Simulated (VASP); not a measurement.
## KI in VASP 6.6.1, single-point calculation

INCAR

```
LWAVE = .FALSE.
SIGMA = 0.02
ENCUT = 520
LASPH = .TRUE.
ISIF = 2
NELM = 120
PREC = Accurate
LMAXMIX = 4
LREAL = .FALSE.
NBANDS = 15
NSW = 0
EDIFF = 1E-7
GGA = PE
LCHARG = .FALSE.
ISMEAR = -1
IBRION = -1
```

KPOINTS

```
KPOINTS created by Atomic Simulation Environment
0
Gamma
6 6 6
0 0 0
```

POSCAR

```
K  I
 1.0000000000000000
    -0.0132196470000000    3.9526744507000000    3.9526744507000000
     3.9526744507000000   -0.0132196470000000    3.9526744507000000
     3.9526744507000000    3.9526744507000000   -0.0132196470000000
 K   I
   1   1
Cartesian
 -0.0013317010789686 -0.0013317010789686 -0.0013317010789686
  1.9743640146789687  1.9743640146789687  1.9743640146789687
```

The recommended PBE PAW datasets give the neutral cell 16 valence electrons.

Command

```
mpirun -np 1 vasp_std
```

OSZICAR

```
N       E                     dE             d eps       ncg     rms          rms(c)
DAV:   1     0.933995917075E+02    0.93400E+02   -0.60649E+03   960   0.862E+02
DAV:   2     0.159200966453E+01   -0.91808E+02   -0.85376E+02  1213   0.201E+02
DAV:   3    -0.511025948895E+01   -0.67023E+01   -0.66707E+01  1382   0.485E+01
DAV:   4    -0.556531132168E+01   -0.45505E+00   -0.45493E+00  1714   0.105E+01
DAV:   5    -0.556628041263E+01   -0.96909E-03   -0.96908E-03  1381   0.587E-01    0.298E+00
DAV:   6    -0.538862355912E+01    0.17766E+00   -0.20183E-01  1268   0.213E+00    0.218E+00
DAV:   7    -0.536579374369E+01    0.22830E-01   -0.21536E-01  1359   0.192E+00    0.936E-01
DAV:   8    -0.538173604372E+01   -0.15942E-01   -0.22927E-02  1194   0.834E-01    0.151E-01
DAV:   9    -0.538418713391E+01   -0.24511E-02   -0.38058E-03  1023   0.271E-01    0.107E-01
DAV:  10    -0.538504907410E+01   -0.86194E-03   -0.55808E-04   984   0.139E-01    0.251E-02
DAV:  11    -0.538516007090E+01   -0.11100E-03   -0.16099E-04  1156   0.661E-02    0.242E-02
DAV:  12    -0.538518234029E+01   -0.22269E-04   -0.24170E-05  1009   0.341E-02    0.906E-03
DAV:  13    -0.538518306328E+01   -0.72299E-06   -0.51488E-07  1481   0.511E-03    0.512E-03
DAV:  14    -0.538518359614E+01   -0.53286E-06   -0.93888E-07  1030   0.461E-03    0.807E-04
DAV:  15    -0.538518359251E+01    0.36307E-08   -0.61455E-08  1041   0.148E-03
   1 F= -.53851836E+01 E0= -.53851836E+01  d E =-.317378E-12
```

From OUTCAR

```
k-points           NKPTS =     32   k-points in BZ     NKDIM =     32   number of bands    NBANDS=     15

   NELECT =      16.0000    total number of electrons

   dimension x,y,z NGX =    42 NGY =   42 NGZ =   42
   dimension x,y,z NGXF=    84 NGYF=   84 NGZF=   84

  energy-cutoff  :      520.00
  volume of cell :      124.13
      direct lattice vectors                 reciprocal lattice vectors
    -0.013219647  3.952674451  3.952674451    -0.125863794  0.126286156  0.126286156
     3.952674451 -0.013219647  3.952674451     0.126286156 -0.125863794  0.126286156
     3.952674451  3.952674451 -0.013219647     0.126286156  0.126286156 -0.125863794

 k-points in reciprocal lattice and weights: KPOINTS created by Atomic Simulation Env
   0.00000000  0.00000000  0.00000000       0.005
   0.16666667  0.00000000  0.00000000       0.028
   0.33333333  0.00000000  0.00000000       0.028
   0.50000000  0.00000000  0.00000000       0.014
   0.16666667  0.16666667  0.00000000       0.028
   0.33333333  0.16666667  0.00000000       0.056
   0.50000000  0.16666667  0.00000000       0.056
  -0.33333333  0.16666667  0.00000000       0.056
   ...

 E-fermi :  -1.6037

 k-point     1 :       0.0000    0.0000    0.0000
  band No.  band energies     occupation
      1     -30.6210      2.00000
      2     -14.1167      2.00000
      3     -14.1163      2.00000
      4     -14.1163      2.00000
      5     -12.1857      2.00000
      6      -2.1717      2.00000
      7      -2.1717      2.00000
      8      -2.1658      2.00000
      9       1.7694      0.00000
     10       5.3800      0.00000
     11       5.3800      0.00000
     12       5.9965      0.00000
     13       5.9965      0.00000
     14       6.0221      0.00000
     15       6.9807      0.00000

 k-point     2 :       0.1667    0.0000    0.0000
  band No.  band energies     occupation
      1     -30.6209      2.00000
      2     -14.1315      2.00000
      3     -14.1174      2.00000
      4     -14.1170      2.00000
      5     -12.1601      2.00000
      6      -2.3104      2.00000
      7      -2.1728      2.00000
      8      -2.1681      2.00000
      9       2.1727      0.00000
     10       5.1462      0.00000
     11       5.1576      0.00000
     12       5.6210      0.00000
     13       6.2983      0.00000
     14       6.3263      0.00000
     15       6.4762      0.00000

 k-point     3 :       0.3333    0.0000    0.0000
  band No.  band energies     occupation
      1     -30.6207      2.00000
      2     -14.1606      2.00000
      3     -14.1190      2.00000
      4     -14.1185      2.00000
      5     -12.1103      2.00000
      6      -2.5386      2.00000
      7      -2.1754      2.00000
      8      -2.1718      2.00000
      9       3.0047      0.00000
     10       4.8383      0.00000
     11       4.9710      0.00000
     12       4.9958      0.00000
     13       6.3108      0.00000
     14       6.3600      0.00000
     15       6.3876      0.00000

 ...

  Total        0.1717468      0.1717468      0.1717468      0.0115830      0.0115830      0.0115830
  in kB        2.2167815      2.2167815      2.2167815      0.1495045      0.1495045      0.1495045
  external PRESSURE =       2.2167815 kB  Pullay stress =       0.0000000 kB

 POSITION                                       TOTAL-FORCE (eV/Angst)
 -----------------------------------------------------------------------------------
      7.89080      7.89080      7.89080        -0.004329     -0.004329     -0.004329
      1.97436      1.97436      1.97436         0.004329      0.004329      0.004329
 -----------------------------------------------------------------------------------
    total drift:                                0.000017      0.000017      0.000017

  FREE ENERGIE OF THE ION-ELECTRON SYSTEM (eV)
  ---------------------------------------------------
  free  energy   TOTEN  =        -5.3851835925 eV

  energy  without entropy=       -5.3851835925  energy(sigma->0) =       -5.38518359
```

It converged. Results: gap between bands v and c on the k mesh 3.93 eV; least direct gap on the k mesh 3.94 eV; pressure 0.2 GPa. Band v is the last that the valence electrons fill when counted band by band, and c is the next.

For comparison, a separate PBE run of the intended cell, on usual settings and not on those above, gives a gap of 3.93 eV on its mesh and a pressure of 0.2 GPa.

The run above took about 82 s on one core of a shared host (Intel Xeon Platinum 8488C) and held 0.28 GiB at most.
